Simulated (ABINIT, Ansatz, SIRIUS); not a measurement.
# Ti: 4 runs at one level of theory

```
Ti
1.0
    -1.64100    1.64100    1.64100
     1.64100   -1.64100    1.64100
     1.64100    1.64100   -1.64100
Ti
1
Direct
  0.00000 0.00000 0.00000
```

This isn't the form of Ti at room conditions, which is hcp.

Alike in all runs: task single point; functional PBEsol; k mesh 11 × 11 × 11; occupations fermi-dirac, width 0.05 eV; no spin polarisation; no spin-orbit coupling. Pressure is positive in compression and, in plane waves, holds the error of the finite cutoff, which Ansatz's Pulay term estimates and takes out.

```
                                        program and potentials  plane-wave cutoff (eV)                                                 notes  pressure (GPa)
                                            Ansatz, Ansatz PAW                     420  potentials made for PBE, which Ansatz adapts in part           -6.77
               ABINIT, PseudoDojo NC SR PBEsol v0.4.1 standard                    1143                                                     -           -6.72
                Ansatz, all-electron LAPW, scalar-relativistic                       -                                                     -           -6.78
SIRIUS, PseudoDojo 0.4.1 PBEsol standard (scalar relativistic)                    1152                                                     -           -6.72
```

The pressure spans -6.78 (Ansatz, all-electron LAPW, scalar-relativistic) to -6.72 GPa (ABINIT, PseudoDojo NC SR PBEsol v0.4.1 standard), with all-electron results at -6.78.

The functional is the same throughout but for its coding, so the spread measures potentials, basis and numerics; runs on potential files found faulty are left out.
